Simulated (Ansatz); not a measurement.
input.yaml (Ansatz)

```yaml
crystal:
  lattice:
    - [-1.9623329662, 1.9623329662, 1.9623329662]
    - [1.9623329662, -1.9623329662, 1.9623329662]
    - [1.9623329662, 1.9623329662, -1.9623329662]
  atoms:
    - { symbol: Te, position: [0.0, 0.0, 0.0] }
hamiltonian:
  xc: revpbe
  pseudopotentials:
    kind: paw
    azcp:
      Te: "pseudopotentials/Te.paw.azcp"
basis:
  ecutwfc: 420
  fft_grid_basis: typed
kpoints:
  mp_grid: { grid: [13, 13, 13], shift: [0, 0, 0] }
magnetization:
  spin_polarized: false
scf:
  occupations: { method: fermi_dirac, width: 0.1 }
  lower_state_search: "off"
output:
  stress: true
```

and its output:

```
Engine: ansatz 0.2.0, x86_64-unknown-linux-gnu
Pseudopotentials: kind: paw
Pseudopotential: Te, paw, valence charge 16, recommended cutoff 420 eV (normal) 
Functional definition: revPBE
  parameter kappa = 1.245
  parameter beta = 0.06672455060314922
  exchange = pbe_x(kappa = kappa, mu = beta*pi^2/3)
  correlation = pbe_c(beta = beta)
Crystal: 1 atoms, lattice volume = 30.226 Å³
Basis set: ecut = 420 eV, 603 PW (Γ)
Bands: 12, of which v1, the nominal top of the filled ones, is band 8 counted from 1 (7 counted from 0)
Symmetry: 48 space group operations
Space group: Im-3m (ITA 229), of the structure as read, at distance tolerance 3.1e-5 Å
k-points: 84 of 2197
Non-local potential: Te, projectors of the file, l = 0: 2, l = 1: 2, l = 2: 2, l = 3: 2
PAW form: soft (Blöchl's): semilocal exchange-correlation on the pseudo side does not see the compensation charge
PAW frozen core: Te, regenerated for the run's functional, and the local potential with it (the file was generated under x = pbe(κ = 0.804, μ = 0.2195149727645171), c = pbe(β = 0.06672455060314922))
PAW one-centre angular grid: Te, 590 points (default); XC on 64 Gauss nodes
Initial density: superposition of atomic densities (neutral atoms: chi_scale 0, normalization atom), corrected by the library's trained network
Initial wavefunctions: pseudopotential atomic-orbital guess
Functional: x = revpbe(κ = 1.245, μ = 0.2195149727645171), c = pbe(β = 0.06672455060314922)
SCF iter   1: F=—  HF=-6985.927333 eV  |F-HF|=—  |Δ(HF+E_count)|=         —  Δρ=1.22e-3  dr2=1.80e-4  ethr=1.77e-3  ⟨swp⟩=5.2  Hψ=6234  notcnv=0
SCF iter   2: F=—  HF=-6985.927085 eV  |F-HF|=—  |Δ(HF+E_count)|=   2.48e-4  Δρ=6.53e-4  dr2=5.14e-5  ethr=1.13e-6  ⟨swp⟩=2.1  Hψ=2359  notcnv=0
SCF iter   3: F=—  HF=-6985.927146 eV  |F-HF|=—  |Δ(HF+E_count)|=   6.08e-5  Δρ=3.83e-4  dr2=1.88e-5  ethr=3.21e-7  ⟨swp⟩=1.8  Hψ=1134  notcnv=0
SCF iter   4: F=—  HF=-6985.927175 eV  |F-HF|=—  |Δ(HF+E_count)|=   2.93e-5  Δρ=2.55e-5  dr2=1.44e-7  ethr=1.17e-7  ⟨swp⟩=2.0  Hψ=1263  notcnv=0
iter 5 did not close the SCF: its close was put off for the readings that it lacked (scf_convergence_deferred on its scf_iter line)
SCF iter   5: F=-6985.927175 eV  HF=-6985.927175 eV  |F-HF|=1.01e-8  |Δ(HF+E_count)|=   7.31e-8  Δρ=6.18e-6  dr2=1.76e-8  ethr=9.01e-10  ⟨swp⟩=2.6  Hψ=1583  notcnv=0
SCF iter   6: F=-6985.927175 eV  HF=-6985.927175 eV  |F-HF|=1.60e-9  |Δ(HF+E_count)|=   3.07e-9  Δρ=2.35e-6  dr2=2.83e-9  ethr=1.10e-10  ⟨swp⟩=2.0  Hψ=3297  notcnv=0
SCF 1 converged in 6 iterations: F = -6985.927175 eV  dr2 = 2.83e-9
SCF converged after 6 iterations
Free energy (F): -6985.927175 eV
Harris-Foulkes:  -6985.927175 eV  (|F-HF|=1.60e-9)
Internal energy: -6985.902532 eV  (E = F + TS)
E sigma→0 (E₀):  -6985.914854 eV
Entropy (-TS):   -0.024644 eV (-24.644 meV/atom)
Fermi energy:    10.308436 eV
--- Per-component energies (eV) ---
  E_band       = -239.807395
  E_kinetic    = 178.949327
  E_local      = -1079.505315  (includes V_loc(G=0)·N_el)
  E_nonlocal   = -311.376932
  E_hartree    = 726.989797
  E_xc         = -123.699263
  E_vxc        = -103.115208  (∫ρ·V_xc dr)
  E_paw        = -4668.126190  (= ΣΔE_a)
  E_vpaw       = -378.741006  (= ΣTr[D̂ρ^β])
  E_aug_tail   = -0.000171  (compensation charges beyond the density's cutoff)
  E_ewald      = -1709.105964
  E_core_change = -0.027821  (= ΣΔE_core)
  E_smearing   = -0.024644  (= −TS)
  E_closure    = 0.000000  (closes the sum)
  Σ components = -6985.927175   (vs F -6985.927175, Δ=0.00e0)
--- Stress (GPa, compression-positive) ---
       -1.898578       0.000000      -0.000000
        0.000000      -1.898578      -0.000000
        0.000000       0.000000      -1.898578
  P = ⅓ Tr σ = -1.8986 GPa (-18.986 kbar)
```
